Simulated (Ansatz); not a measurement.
**Varying the input for NiSb**

All trials start from this Ansatz input:

```yaml
crystal:
  lattice:
    - [3.9399999606, 0.0, 0.0]
    - [-1.9699999803, 3.4121400568, 0.0]
    - [0.0, 0.0, 5.14]
  atoms:
    - { symbol: Ni, position: [0.0, 0.0, 0.0], spin: 2.0 }
    - { symbol: Ni, position: [0.0, 0.0, 0.5], spin: 2.0 }
    - { symbol: Sb, position: [0.3333333333, 0.6666666667, 0.25] }
    - { symbol: Sb, position: [0.6666666667, 0.3333333333, 0.75] }
basis:
  ecutwfc: 420
kpoints:
  mp_grid: { grid: [6, 6, 4] }
hamiltonian:
  xc: pbe
scf:
  occupations: { method: gaussian, width: 0.1 }
  lower_state_search: "off"
output:
  forces: true
  stress: true
  eigenvalues: true
  populations: true
magnetization:
  spin_polarized: true
```

Command:

```bash
ansatz run input.yaml --threads 1 --pin off --max-ram 1331MiB --backend cpu --events-out ev --progress --plain --runs-dir out
```

The run converges in 13 SCF iterations on 21 irreducible k-points: pressure 2.70 GPa, no gap, cell moment 0.00 μB. It warns that the starting moments were lost.

These settings were drawn at random to show what each does; none of the numbers is a converged property of the crystal. Each trial's input is given as a difference from the reference's; energies are extrapolated to zero smearing where there is one, and pressure is positive in compression.

Trial 1:

```diff
 crystal:
   atoms:
-    - { symbol: Ni, position: [0.0, 0.0, 0.0], spin: 2.0 }
-    - { symbol: Ni, position: [0.0, 0.0, 0.5], spin: 2.0 }
+    - { symbol: Ni, position: [0.0, 0.0, 0.0] }
+    - { symbol: Ni, position: [0.0, 0.0, 0.5] }
-basis:
-  ecutwfc: 420
+basis: {}
 hamiltonian:
-  xc: pbe
+  xc: blyp
 scf:
-  lower_state_search: "off"
+  max_iter: 300
 output:
-  eigenvalues: true
-  populations: true
+  eigenvalues: false
-magnetization:
-  spin_polarized: true
```

The run converges in 8 SCF iterations on 21 irreducible k-points: pressure 10.35 GPa.

Trial 2:

```diff
 crystal:
   atoms:
-    - { symbol: Ni, position: [0.0, 0.0, 0.0], spin: 2.0 }
-    - { symbol: Ni, position: [0.0, 0.0, 0.5], spin: 2.0 }
+    - { symbol: Ni, position: [0.0, 0.0, 0.0] }
+    - { symbol: Ni, position: [0.0, 0.0, 0.5] }
 basis:
-  ecutwfc: 420
+  ecutwfc: 500
 kpoints:
-  mp_grid: { grid: [6, 6, 4] }
+  mp_grid: { grid: [3, 3, 2], shift: [0.5, 0.5, 0.5] }
 hamiltonian:
-  xc: pbe
+  xc: r2scan
 scf:
-  lower_state_search: "off"
+  mixing: { beta: 0.12, preconditioner: local_kerker }
+  initial_density: { chi_scale: 0, normalization: atom }
+  max_iter: 78
 output:
-  populations: true
-magnetization:
-  spin_polarized: true
```

The run converges in 13 SCF iterations on 4 irreducible k-points: pressure -0.32 GPa, largest force 0.170 eV/Å, no gap. It warns that the mesh lowers the symmetry.